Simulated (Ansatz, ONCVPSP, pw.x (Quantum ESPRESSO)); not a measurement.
## What a changed setting does to a pw.x run (bcc Ni)

Potential: optimised norm-conserving Vanderbilt (ONCV), ONCVPSP 4.0.1.1 (patched build), PBE; core [Ne], reference 3s2 3p6 3d8 4s2; waves: 3s+4s: rc 1.24 bohr, ncon 4, nbas 7, qcut 11.8 1/bohr, 2 projectors; 3p: rc 0.98 bohr, ncon 3, nbas 7, qcut 12.2 1/bohr, 2 projectors, debl 2.3 Ha; 3d: rc 1.40 bohr, ncon 4, nbas 9, qcut 11.9 1/bohr, 3 projectors, debl 2.3 Ha; local part: polynomial inside 0.70 bohr (lpopt 5, dvloc0 0 Ha); core correction: none. In the p channel the program set the typed energies aside and used -2.623, 0.250 Ha.

The reference run (k-mesh 16³, cutoffs 140/560 Ry, Fermi–Dirac 0.01 Ry, mixing_beta 0.4, conv_thr 1e-9, no spin) gives -0.34 GPa at 10.983 Å³/atom, where all-electron LAPW gives -0.48 GPa. This run, with its own iteration cap, changes ecutrho/ecutwfc to 1, a wrong or extreme entry chosen on purpose.

```
&control
  calculation='scf', prefix='x', pseudo_dir='./', outdir='./tmp', tstress=.true., disk_io='none'
/
&system
  ibrav=0, nat=1, ntyp=1, ecutwfc=140, ecutrho=140, nbnd=17,
  occupations='smearing', smearing='fd', degauss=0.01
/
&electrons
  conv_thr=1e-09, mixing_beta=0.4, electron_maxstep=70
/
ATOMIC_SPECIES
Ni 1.0 Ni.UPF
CELL_PARAMETERS angstrom
  -1.40029756 1.40029756 1.40029756
  1.40029756 -1.40029756 1.40029756
  1.40029756 1.40029756 -1.40029756
ATOMIC_POSITIONS crystal
Ni 0.0000 0.0000 0.0000
K_POINTS automatic
16 16 16 0 0 0
```

```bash
pw.x < Ni.scf.in > Ni.scf.out
```

**Question.** How does the run end?

**Answer.** It stops with "set_cutoff: ecutrho <= ecutwfc?!?".

```
Error in routine set_cutoff (1):
     ecutrho <= ecutwfc?!?
```
